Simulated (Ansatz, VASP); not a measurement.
# BP: VASP beside Ansatz

Aim: how closely do two programs agree when they are given the same cell, functional and k mesh? The cell is taken from a series of runs on this material, whose earlier steps may have relaxed, scaled, displaced or heated it; both programs get it as it stands.

Method: plane waves, with VASP 6.6.1 beside it; single point at HSE06, in Ansatz 0.2.0.

## (1) The structure

The cell holds 4 atoms: 2 B and 2 P. Its edges and angles: a = 3.192 Å, b = 3.192 Å, c = 30.200 Å, α = 90.0°, β = 90.0°, γ = 120.0°. Vacuum lies along c.

## (2) VASP: single point, HSE06

With cell and atoms fixed, the geometry can't cause a difference; cores, projectors, grids and the points listed under the comparison can.

Lines of VASP's logs that name or quote its potential files are left out, and so is its time.

The run reads the wave functions of an earlier VASP run, which isn't shown here.

Contents of INCAR:

```
SYSTEM = BP
PREC = Accurate
ENCUT = 420
EDIFF = 1E-06
NELM = 100
ISMEAR = 0
SIGMA = 0.01
LREAL = .FALSE.
ALGO = Normal
LHFCALC = .TRUE.
AEXX = 0.25
GGA = PE
HFSCREEN = 0.208
LASPH = .TRUE.
NBANDS = 14
PRECFOCK = Fast
LORBIT = 11
LWAVE = .FALSE.
LCHARG = .FALSE.
KPAR = 4
NCORE = 2
ISIF = 2
LDIPOL = .TRUE.
IDIPOL = 3
DIPOL = 0.5 0.5 0.5
LVHAR = .TRUE.
```

Contents of POSCAR:

```
BP
1.0
    3.1917572081      0.0000000000      0.0000000000
   -1.5958786040      2.7641428249      0.0000000000
    0.0000000000      0.0000000000     30.2000000000
B P
2 2
Direct
    0.3333333333      0.6666666667      0.4424604449
    0.6666666667      0.3333333333      0.5568070282
    0.6666666667      0.3333333333      0.4434499616
    0.0000000000      0.0000000000      0.5575395551
```

Contents of KPOINTS:

```
Automatic mesh
0
Gamma
6 6 1
0 0 0
```

PAW data sets: B and P (PBE family, release 64).

The run is started by

```
$ mpirun -np 8 vasp_std
```

Numbers of over 12 decimals in the logs are rounded to 6 here.

What it wrote:

```text
[banner, memory and clock lines left out]
running    8 mpi-ranks, on    1 nodes
 distrk:  each k-point on    2 cores,    4 groups
 distr:  one band on    2 cores,    1 groups

 POSCAR found type information on POSCAR B P
 POSCAR found :  2 types and       4 ions
 LDA part: xc-table for (Slater+PW92), standard interpolation
 found WAVECAR, reading the header
 POSCAR, INCAR and KPOINTS ok, starting setup
 FFT: planning ... GRIDC
 FFT: planning ... GRID_SOFT
 FFT: planning ... GRID
 reading WAVECAR
 the WAVECAR file was read successfully
 initial charge from wavefunction
 entering main loop
       N       E                     dE             d eps       ncg     rms          rms(c)
DAV:   1    -0.278475922151E+02   -0.27848E+02   -0.40588E-01   232   0.479E+00    0.229E+00
DAV:   2    -0.278512813898E+02   -0.36892E-02   -0.16582E-02   246   0.830E-01    0.161E+00
DAV:   3    -0.278498029872E+02    0.14784E-02   -0.19982E-03   244   0.278E-01    0.979E-01
DAV:   4    -0.278494889219E+02    0.31407E-03   -0.60064E-04   280   0.153E-01    0.583E-01
DAV:   5    -0.278493875795E+02    0.10134E-03   -0.68458E-05   256   0.558E-02    0.338E-01
DAV:   6    -0.278493390379E+02    0.48542E-04   -0.17162E-05   280   0.275E-02    0.189E-01
DAV:   7    -0.278493233130E+02    0.15725E-04   -0.10046E-05   270   0.193E-02    0.102E-01
DAV:   8    -0.278493203430E+02    0.29700E-05   -0.30540E-06   244   0.115E-02    0.552E-02
DAV:   9    -0.278493215601E+02   -0.12172E-05   -0.10047E-06   206   0.745E-03    0.305E-02
DAV:  10    -0.278493247683E+02   -0.32082E-05   -0.70077E-07   172   0.603E-03    0.166E-02
DAV:  11    -0.278493280268E+02   -0.32585E-05   -0.44468E-07   182   0.458E-03    0.913E-03
DAV:  12    -0.278493311577E+02   -0.31308E-05   -0.31863E-07   176   0.369E-03    0.500E-03
DAV:  13    -0.278493343502E+02   -0.31925E-05   -0.24306E-07   176   0.304E-03    0.281E-03
DAV:  14    -0.278493367888E+02   -0.24386E-05   -0.18020E-07   176   0.254E-03    0.179E-03
DAV:  15    -0.278493391386E+02   -0.23498E-05   -0.14887E-07   170   0.218E-03    0.139E-03
DAV:  16    -0.278493410334E+02   -0.18948E-05   -0.11895E-07   176   0.188E-03    0.124E-03
DAV:  17    -0.278493425048E+02   -0.14714E-05   -0.92234E-08   170   0.163E-03    0.116E-03
DAV:  18    -0.278493439182E+02   -0.14134E-05   -0.79261E-08   176   0.146E-03    0.109E-03
DAV:  19    -0.278493449150E+02   -0.99679E-06   -0.62055E-08   176   0.130E-03
   1 F= -.27849345E+02 E0= -.27849345E+02  d E =-.666464E-68
```

From OUTCAR (step 2):

```text
ion  position               nearest neighbor table
   1  0.333  0.667  0.442-   3 1.84   3 1.84   3 1.84
   2  0.667  0.333  0.557-   4 1.84   4 1.84   4 1.84
   3  0.667  0.333  0.443-   1 1.84   1 1.84   1 1.84
   4  0.000  0.000  0.558-   2 1.84   2 1.84   2 1.84

  LATTYP: Found a hexagonal cell.
 ALAT       =     3.1917572081
 C/A-ratio  =     9.4618725771

 Subroutine GETGRP returns: Found  6 space group operations
 (whereof  6 operations were pure point group operations)

The static configuration has the point symmetry C_3v.

 Found      7 irreducible k-points:

   k-points           NKPTS =      7   k-points in BZ     NKDIM =     36   number of bands    NBANDS=     14

   dimension x,y,z NGX =    24 NGY =   24 NGZ =  210
   dimension x,y,z NGXF=    48 NGYF=   48 NGZF=  420

   ENCUT  =  420.0 eV  30.87 Ry    5.56 a.u.   5.33  5.33 50.46*2*pi/ulx,y,z

   NELECT =      16.0000    total number of electrons

 k-points in reciprocal lattice and weights: Automatic mesh
   0.00000000  0.00000000  0.00000000       0.028
   0.16666667  0.00000000  0.00000000       0.167
   0.33333333  0.00000000  0.00000000       0.167
   0.50000000 -0.00000000  0.00000000       0.083
   0.16666667  0.16666667  0.00000000       0.167
   0.33333333  0.16666667  0.00000000       0.333
   0.33333333  0.33333333  0.00000000       0.056

  exchange ACFDT corr.  =         0.00000000  see jH, gK, PRB 81, 115126

 dipolmoment           0.000000      0.000000      0.017797 electrons x Angstroem

 average (electrostatic) potential at core
       1 -32.6435       2 -32.3974       3 -88.0623       4 -87.6847

 E-fermi :  -3.1165

 k-point     1 :       0.0000    0.0000    0.0000
  band No.  band energies     occupation
    ...
      4      -7.2042      2.00000
      5      -5.4914      2.00000
      6      -5.4914      2.00000
      7      -5.1903      2.00000
      8      -5.1903      2.00000
      9       1.0528      0.00000
     10       1.7607      0.00000
     11       2.1357      0.00000
     12       2.1357      0.00000
     13       2.1877      0.00000
    ...

 k-point     2 :       0.1667    0.0000    0.0000
  band No.  band energies     occupation
    ...
      4      -7.4684      2.00000
      5      -7.1424      2.00000
      6      -6.6830      2.00000
      7      -6.2375      2.00000
      8      -5.9228      2.00000
      9       1.3430      0.00000
     10       1.5750      0.00000
     11       1.8503      0.00000
     12       2.3128      0.00000
     13       2.7365      0.00000
    ...

 k-point     3 :       0.3333    0.0000    0.0000
  band No.  band energies     occupation
    ...
      4     -10.4955      2.00000
      5      -7.2945      2.00000
      6      -6.9694      2.00000
      7      -6.8492      2.00000
      8      -5.2341      2.00000
      9       0.2914      0.00000
     10       0.5183      0.00000
     11       0.9636      0.00000
     12       1.6041      0.00000
     13       3.1875      0.00000
    ...

  Total        0.3231641      0.3231641      0.6138416      0.0000000      0.0000000      0.0000000
  in kB        1.9432848      1.9432848      3.6912173      0.0000000      0.0000000      0.0000000
  external PRESSURE =       2.5259290 kB  Pullay stress =       0.0000000 kB

  energy-cutoff  :      420.00
  volume of cell :      266.44
      direct lattice vectors                 reciprocal lattice vectors
     3.191757208  0.000000000  0.000000000     0.313307039  0.180887903  0.000000000
    -1.595878604  2.764142825  0.000000000     0.000000000  0.361775807  0.000000000
     0.000000000  0.000000000 30.200000000     0.000000000  0.000000000  0.033112583

 POSITION                                       TOTAL-FORCE (eV/Angst)
 -----------------------------------------------------------------------------------
     -0.00000      1.84276     13.36231         0.000000     -0.000000     -0.050911
      1.59588      0.92138     16.81557         0.000000     -0.000000      0.065443
      1.59588      0.92138     13.39219         0.000000     -0.000000     -0.133137
      0.00000      0.00000     16.83769        -0.000000      0.000000      0.118606
 -----------------------------------------------------------------------------------
    total drift:                               -0.000001      0.000001      0.000206

  FREE ENERGIE OF THE ION-ELECTRON SYSTEM (eV)
  ---------------------------------------------------
  free  energy   TOTEN  =       -27.8493449150 eV

  energy  without entropy=      -27.8493449150  energy(sigma->0) =      -27.84934492

 vacuum level on the upper side and lower side of the slab         2.338         1.973

 total charge
# of ion       s       p       d       tot
------------------------------------------
    1        0.707   1.259   0.000   1.966
    2        0.709   1.254   0.000   1.962
    3        0.991   1.646   0.000   2.637
    4        0.988   1.659   0.000   2.647
--------------------------------------------------
tot          3.395   5.818   0.000   9.213

[... 3 further parts left out ...]
```

## (3) Ansatz: single point, HSE06

Ansatz runs on its PAW soft_1 files.

The same cell, functional and mesh now go to Ansatz, which takes its cutoff from its data sets.

Contents of input.yaml:

```yaml
crystal:
  lattice:
    - [3.1917572081, 0.0, 0.0]
    - [-1.595878604, 2.7641428249, 0.0]
    - [0.0, 0.0, 30.2]
  atoms:
    - { symbol: B, position: [0.3333333333, 0.6666666667, 0.4424604449] }
    - { symbol: P, position: [0.6666666667, 0.3333333333, 0.4434499616] }
    - { symbol: B, position: [0.6666666667, 0.3333333333, 0.5568070282] }
    - { symbol: P, position: [0.0, 0.0, 0.5575395551] }
  periodic: [true, true, false]
kpoints:
  mp_grid: { grid: [6, 6, 1] }
  band_path:
    path: [[0.0, 0.0, 0.0], [0.5, 0.0, 0.0], [0.3333333333, 0.3333333333, 0.0]]
    npoints: 1
hamiltonian:
  xc: hse06
  pseudopotentials: { kind: paw, azcp: { folder: soft_1 } }
scf:
  occupations: { method: fixed }
  n_extra_bands: 5
output:
  eigenvalues: true
```

The run is started by

```
$ ansatz run input.yaml --threads 4 --pin off --max-ram 17510MiB --backend cpu --events-out ev --progress --plain --runs-dir out
```

What it wrote:

```text
scf.n_extra_bands = 5 over 8 filled bands (N_el = 16.0): the run solves 13 bands
Engine: ansatz 0.2.0, x86_64-unknown-linux-gnu
Pseudopotentials: kind: paw
Pseudopotential: B, paw, valence charge 3, recommended cutoff 420 eV (normal), soft_1/B.paw.azcp
Pseudopotential: P, paw, valence charge 5, recommended cutoff 420 eV (normal), soft_1/P.paw.azcp
Functional definition: HSE06
  parameter a = 0.25
  parameter omega = 0.11/bohr
  exchange = pbe_x - a*pbe_x_sr(omega) + a*exact_x_sr(omega)
  correlation = pbe_c
davidson cushion auto → on  (no smearing: the cushion is to keep the highest requested band from converging to the state above it; pin scf.eigensolver.cushion to override)
Crystal: 4 atoms, lattice volume = 266.439 Å³
Basis set: ecut = 420 eV, 5273 PW (Γ)
Bands: 13, of which v1, the nominal top of the filled ones, is band 8 counted from 1 (7 counted from 0)
Symmetry: 6 space group operations
Space group: P3m1 (ITA 156), of the structure as read, at distance tolerance 6.4e-5 Å
k-points: 7 of 36 (time reversal used)
Non-local potential: B, projectors of the file, l = 0: 2, l = 1: 2, l = 2: 1
Non-local potential: P, projectors of the file, l = 0: 2, l = 1: 2, l = 2: 1
PAW form: soft (Blöchl's): semilocal exchange-correlation on the pseudo side does not see the compensation charge
PAW frozen core: B, regenerated for the run's functional, and the local potential with it (the file was generated under x = pbe(κ = 0.804, μ = 0.219515), c = pbe(β = 0.066725))
PAW frozen core: P, regenerated for the run's functional, and the local potential with it (the file was generated under x = pbe(κ = 0.804, μ = 0.219515), c = pbe(β = 0.066725))
PAW one-centre angular grid: B, 110 points (default); XC on 64 Gauss nodes
PAW one-centre angular grid: P, 110 points (default); XC on 64 Gauss nodes
Initial density: superposition of atomic densities (neutral atoms: chi_scale 0, normalization atom)
Initial wavefunctions: pseudopotential atomic-orbital guess
Functional: x = pbe(κ = 0.804, μ = 0.219515), c = pbe(β = 0.066725), warm-up for x = pbe(κ = 0.804, μ = 0.219515) + 0.25 (exact − pbe) at short range (hse, ω = 0.207870 Å⁻¹), c = pbe(β = 0.066725); HSE06 as pw.x's `hse` composes it (authors' and Libxc's form: `xc: wpbeh`)
iter 1 solved again at ethr=3.07e-2 eV; its pass at ethr=1.00e-1 eV (dr2=4.92e0 eV) is discarded
SCF iter   1: F=—  HF=-1824.922316 eV  |F-HF|=—  |Δ(HF+E_count)|=         —  Δρ=3.95e-2  dr2=4.97e0  ethr=3.07e-2  ⟨swp⟩=2.9  Hψ=597  notcnv=0
preconditioner: auto → none  [insulator: Δε(μ)=0.002 eV  Ē_g=10.856 eV  n_scr=16 (ndim 8)  ℏωp=9.1 eV  f_vac=0.717]
SCF iter   2: F=—  HF=-1823.437586 eV  |F-HF|=—  |Δ(HF+E_count)|=    1.48e0  Δρ=1.51e-2  dr2=6.37e-1  ethr=3.07e-2  ⟨swp⟩=4.6  Hψ=256  notcnv=0  defer=6
SCF iter   3: F=—  HF=-1823.348991 eV  |F-HF|=—  |Δ(HF+E_count)|=   8.86e-2  Δρ=6.76e-3  dr2=4.41e-1  ethr=3.98e-3  ⟨swp⟩=6.6  Hψ=285  notcnv=0  defer=5
SCF iter   4: F=—  HF=-1823.391789 eV  |F-HF|=—  |Δ(HF+E_count)|=   4.28e-2  Δρ=5.73e-3  dr2=1.32e0  ethr=2.76e-3  ⟨swp⟩=6.0  Hψ=281  notcnv=0  defer=6  recentre
SCF iter   5: F=—  HF=-1823.292821 eV  |F-HF|=—  |Δ(HF+E_count)|=   9.90e-2  Δρ=2.05e-3  dr2=6.11e-2  ethr=2.76e-3  ⟨swp⟩=4.1  Hψ=246  notcnv=0  defer=3
SCF iter   6: F=—  HF=-1823.284480 eV  |F-HF|=—  |Δ(HF+E_count)|=   8.34e-3  Δρ=1.04e-3  dr2=9.35e-3  ethr=3.82e-4  ⟨swp⟩=3.4  Hψ=225  notcnv=0  defer=4
iter 7 solved again at ethr=2.31e-6 eV; its pass at ethr=5.85e-5 eV (dr2=3.69e-4 eV) is discarded
SCF iter   7: F=—  HF=-1823.282948 eV  |F-HF|=—  |Δ(HF+E_count)|=   1.53e-3  Δρ=2.30e-4  dr2=4.00e-4  ethr=2.31e-6  ⟨swp⟩=4.4  Hψ=539  notcnv=0  defer=3
SCF iter   8: F=—  HF=-1823.282888 eV  |F-HF|=—  |Δ(HF+E_count)|=   6.02e-5  Δρ=1.20e-4  dr2=9.14e-5  ethr=2.31e-6  ⟨swp⟩=3.9  Hψ=270  notcnv=0  defer=1
[...]
SCF 1 stopped early in 9 iterations: F = -1823.282870 eV  dr2 = 1.07e-5
  greatest PAW one-centre occupation: 0.769 electrons in one spin orbital (limit 2), on the P atom at site 1 (counted from 0), in its partial waves of l = 0
Initial density: handed on by an earlier stage of this run
Initial wavefunctions: those handed on with the density
Functional: x = pbe(κ = 0.804, μ = 0.219515) + 0.25 (exact − pbe) at short range (hse, ω = 0.207870 Å⁻¹), c = pbe(β = 0.066725); HSE06 as pw.x's `hse` composes it (authors' and Libxc's form: `xc: wpbeh`)
Exchange kernel: α = 0.2500, screened, ω = 0.2079 Å⁻¹, Wigner–Seitz truncation, v(0) = 1044.5560 eV·Å³, q-mesh 6×6×1, nearest image of the exchange supercell L = 19.15 Å, pair-density grid 15×15×128, without the augmentation charges, whose exchange is taken in its separable form by FFT convolution over the k-point mesh (sized by the pseudopotential files, 20×20×216 at the most)
Frozen-core exchange: fock
[...]
preconditioner: auto → none  [insulator: Δε(μ)=1.060 eV  Ē_g=11.854 eV  n_scr=16 (ndim 8)  ℏωp=9.1 eV  f_vac=0.729]
[...]
SCF iter   5: F=—  HF=-1824.434857 eV  |F-HF|=—  |Δ(HF+E_count)|=   1.69e-4  Δρ=6.15e-5  dr2=1.73e-4  ethr=6.66e-7  ⟨swp⟩=3.6  Hψ=303  notcnv=0  defer=2
SCF iter   6: F=—  HF=-1824.434827 eV  |F-HF|=—  |Δ(HF+E_count)|=   2.95e-5  Δρ=1.67e-5  dr2=5.32e-5  ethr=6.66e-7  ⟨swp⟩=3.6  Hψ=235  notcnv=0  defer=1
SCF iter   7: F=—  HF=-1824.435066 eV  |F-HF|=—  |Δ(HF+E_count)|=   2.39e-4  Δρ=9.39e-5  dr2=3.51e-5  ethr=4.44e-8  ⟨swp⟩=6.3  Hψ=387  notcnv=0  defer=3
SCF iter   8: F=—  HF=-1824.435061 eV  |F-HF|=—  |Δ(HF+E_count)|=   5.31e-6  Δρ=2.09e-5  dr2=1.83e-5  ethr=4.44e-8  ⟨swp⟩=4.0  Hψ=312  notcnv=0  defer=2
SCF iter   9: F=-1824.435057 eV  HF=-1824.435057 eV  |F-HF|=1.20e-8  |Δ(HF+E_count)|=   4.12e-6  Δρ=5.35e-6  dr2=3.23e-6  ethr=4.44e-8  ⟨swp⟩=4.0  Hψ=257  notcnv=0  defer=2
SCF 2 stopped early in 9 iterations: F = -1824.435057 eV  dr2 = 3.23e-6
  greatest PAW one-centre occupation: 0.764 electrons in one spin orbital (limit 2), on the P atom at site 1 (counted from 0), in its partial waves of l = 0
hybrid outer 1: dexx = +7.082e-3 eV, tail = 9.62e-6 eV
Exchange kernel: α = 0.2500, screened, ω = 0.2079 Å⁻¹, Wigner–Seitz truncation, v(0) = 1044.5560 eV·Å³, q-mesh 6×6×1, nearest image of the exchange supercell L = 19.15 Å, pair-density grid 15×15×128, without the augmentation charges, whose exchange is taken in its separable form by FFT convolution over the k-point mesh (sized by the pseudopotential files, 20×20×216 at the most)
Frozen-core exchange: fock
SCF iter   1: F=—  HF=-1824.434998 eV  |F-HF|=—  |Δ(HF+E_count)|=         —  Δρ=2.58e-5  dr2=2.56e-6  ethr=3.01e-7  ⟨swp⟩=4.3  Hψ=241  notcnv=0
preconditioner: auto → none  [insulator: Δε(μ)=1.067 eV  Ē_g=11.885 eV  n_scr=16 (ndim 8)  ℏωp=9.1 eV  f_vac=0.729]
iter 2 solved again at ethr=6.55e-10 eV; its pass at ethr=1.34e-8 eV (dr2=1.05e-7 eV) is discarded
SCF iter   2: F=—  HF=-1824.434997 eV  |F-HF|=—  |Δ(HF+E_count)|=   5.85e-7  Δρ=4.51e-6  dr2=2.97e-7  ethr=6.55e-10  ⟨swp⟩=4.0  Hψ=533  notcnv=0
SCF iter   3: F=—  HF=-1824.434998 eV  |F-HF|=—  |Δ(HF+E_count)|=   7.32e-7  Δρ=7.32e-6  dr2=1.69e-7  ethr=6.55e-10  ⟨swp⟩=5.4  Hψ=326  notcnv=0  defer=6
SCF iter   4: F=-1824.434998 eV  HF=-1824.434998 eV  |F-HF|=1.72e-8  |Δ(HF+E_count)|=   6.78e-9  Δρ=2.76e-6  dr2=2.47e-8  ethr=6.55e-10  ⟨swp⟩=4.4  Hψ=251  notcnv=0  defer=6
SCF 3 converged in 4 iterations: F = -1824.434998 eV  dr2 = 2.47e-8
hybrid outer 2: dexx = +1.095e-6 eV, tail = 5.15e-8 eV, Δε = 1.84e-3 eV (about 1.55e-4 eV left of the loop's levels)
NSCF: frozen V_eff on 3 k-points
hybrid SCF converged: 2 outer / 13 inner (+9 warm-up), last move |dexx| = 1.09e-6 eV, tail = 5.15e-8 eV
Stability not checked: this state was not tested for a lower state beside it, because the functional holds exact exchange (a hybrid, or Hartree-Fock), whose exchange loop this test does not read (fock_operator; see scf.lower_state_search)
Free energy (F): -1824.434998 eV
Frozen-core exchange: fock
Harris-Foulkes:  -1824.434998 eV  (|F-HF|=1.72e-8)
Internal energy: -1824.434998 eV  (E = F + TS)
E sigma→0 (E₀):  -1824.434998 eV
Fermi energy:    -5.411898 eV
--- Per-component energies (eV) ---
  E_band       = -197.538259
  E_kinetic    = 236.549461
  E_local      = -14617.973227  (includes V_loc(G=0)·N_el)
  E_nonlocal   = 80.082920
  E_hartree    = 7169.467690
  E_xc         = -171.159018
  E_vxc        = -160.791101  (∫ρ·V_xc dr)
  E_exx        = -26.776792  (= α·E_x^exact, valence–valence)
  E_paw        = -1286.489676  (= ΣΔE_a)
  E_vpaw       = -20.787356  (= ΣTr[D̂ρ^β])
  E_aug_tail   = 0.000010  (compensation charges beyond the density's cutoff)
  E_ewald      = 6792.040052
  E_core_change = -0.176417  (= ΣΔE_core)
  E_smearing   = -0.000000  (= −TS)
  E_closure    = -0.000000  (closes the sum)
  Σ components = -1824.434998   (vs F -1824.434998, Δ=4.55e-13)
--- Band table (eV; the first three rows and the last of 7) ---
  k-point 0: bands = [... 4 lower, -7.6794, -7.6794, -7.3820, -7.3820, -1.1476, -0.4489, -0.0470, -0.0470, ... 1 higher]
  k-point 1: bands = [... 4 lower, -9.3318, -8.8621, -8.4257, -8.1147, -0.8401, -0.6173, -0.3426, 0.1049, ... 1 higher]
  k-point 2: bands = [... 4 lower, -9.4843, -9.1629, -9.0276, -7.4113, -1.8873, -1.6614, -1.2183, -0.5755, ... 1 higher]
  k-point 6: bands = [... 4 lower, -12.7821, -12.4852, -5.9179, -5.4119, -4.3449, -3.6575, 1.3777, 1.8172, ... 1 higher]
  the weakly bound empty levels are not read free of the cell's end (exact_exchange)
```

## (4) Differences

Known differences besides the potentials themselves: exact exchange at q = 0 is treated differently, which shows on coarse meshes; VASP keeps PBE cores, Ansatz makes them for the functional; fixed occupations in Ansatz, narrow Gaussian smearing in VASP; Ansatz cuts the interaction across the vacuum, VASP repeats the sheet with a dipole correction; VASP takes a coarser grid for exact exchange (PRECFOCK = Fast). Total energies have different zeros and are not compared.

Both answers:

```
              quantity  Ansatz   VASP  difference
gap on the k mesh (eV)   1.067  1.075      -0.008
```

A gap on the mesh is an upper bound, since the band edges may lie between its points. With vacuum in the cell, a pressure given here is an average over mostly empty space and none of the material.

## (5) What came out

* difference in gap on the k mesh (single point, HSE06): -0.0079 eV

**Reading.** The difference in gap on the k mesh is -0.0079 eV (single point, HSE06), within the 0.08 eV picked in this series as the mark of a large difference. How closely two codes agree says nothing of how well the functional describes the real material.

[Lines on the potential files, build, host, timing and source positions are cut from VASP's logs without a mark.]

[Logs are printed without paths, hosts, clocks, repeated set-up lines and the standing remarks that a program may print on its own settings, such as how far it seeks lower states.]

[Hosts, paths, dates, database ids (printed as entryN), source tags and the programs' standing remarks are cut or masked in the printed files.]
